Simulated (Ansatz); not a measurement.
Runs of Ansatz 0.2.0 on CuO. Symmetry: Cccm, No. 66, orthorhombic system. Conventional cell: a = 3.982 Å, b = 4.307 Å, c = 5.156 Å, α = 90.00°, β = 90.00°, γ = 90.00°. Around Cu (site symmetry 2/m) lie 4 O at 1.95 Å. O (site symmetry 222) has 4 Cu at 1.95 Å as nearest neighbours. Measurements of this composition are mostly on another form, of space group No. 15.

| task | level | cell | points for each segment of the path | gap on the mesh (eV) | pressure (GPa) | relaxed volume (Å³/atom) |
| --- | --- | --- | --- | --- | --- | --- |
| relaxation of cell and atoms | HSE06 | relaxed | - | none | 0.0 | 10.87 |
| band structure | HSE06 | as given | 4 | none | (a) | - |
| single point | PBE0 | as given | - | none | -3.4 | - |
| relaxation of cell and atoms | PBE0 | relaxed | - | none | 0.0 | 10.84 |

Alike in all rows: potentials or basis Ansatz PAW; no spin polarisation; k mesh 6 × 6 × 4; cutoff (eV) 420; smearing fermi-dirac 0.05 eV.

Q: Estimate the missing entries.

A: (a) -3.1.

Caveats: the run has no spin polarisation, though such a crystal can be magnetic; the PAW data sets come from PBE, with cores solved anew for the run's functional, which leaves a small shift of forces and pressure; the plane-wave basis is chosen anew once the cell has moved, so the energies of steps on either side of that aren't comparable (some runs); the thresholds are loose for stress (some runs).

A gap of «none» marks a metal or a gap under the smearing width.
